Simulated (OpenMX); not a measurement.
## SrO under changes of volume

One of the cells (17.239 Å³/atom); the others are scaled copies at fixed shape and fractional positions:

```
Sr O
1.0
     0.00000    2.58330    2.58330
     2.58330    0.00000    2.58330
     2.58330    2.58330    0.00000
Sr O
1 1
Cartesian
  2.5833 2.5833 2.5833
  0.0000 0.0000 0.0000
```

| Property | Result |
| --- | --- |
| Program | OpenMX 3.8.5 |
| Functional | PBE |
| Potentials or basis | OpenMX 2013 PBE set, Sr10.0-s3p2d2, O6.0-s2p2d1, fixed grid of 36 × 36 × 36 points |
| k mesh | 9 × 9 × 9 |
| Occupations | fermi-dirac, width 0.05 eV |
| Spin | no spin polarisation |

| volume (Å³/atom) | energy over the lowest point (meV/atom) | gap on the mesh (eV) |
| --- | --- | --- |
| 15.887 | ? | ? |
| 16.225 | 26.48 | 2.85 |
| 16.563 | 13.26 | 2.89 |
| 17.239 | 0.51 | 2.94 |
| 17.577 | 0.00 | 2.96 |
| 17.915 | 2.91 | 2.98 |

Problem. What does the run at 15.887 Å³/atom give?

Solution. Energy over the lowest point 44.90 meV/atom; gap on the mesh 2.81 eV.

Worked out: A Birch-Murnaghan fit of order 3 (a polynomial in V^(-2/3)) to the other rows has its minimum at 17.45 Å³/atom with B0 = V·E''(V) = 86 GPa and B' = 4.7. It gives 44.97 meV/atom at 15.887 Å³/atom, against the run's 44.90. A straight line through the other rows of the gap, of slope 1.29 eV per unit of ln V, extrapolates to 2.83 eV, against the run's 2.81.

Energies are extrapolated to zero smearing.

Caveats: an odd mesh through Γ misses points on the zone boundary, where band edges often lie; the basis of atomic orbitals isn't converged, which shifts pressures, moduli and gaps. Spin-orbit coupling on Sr is left out.
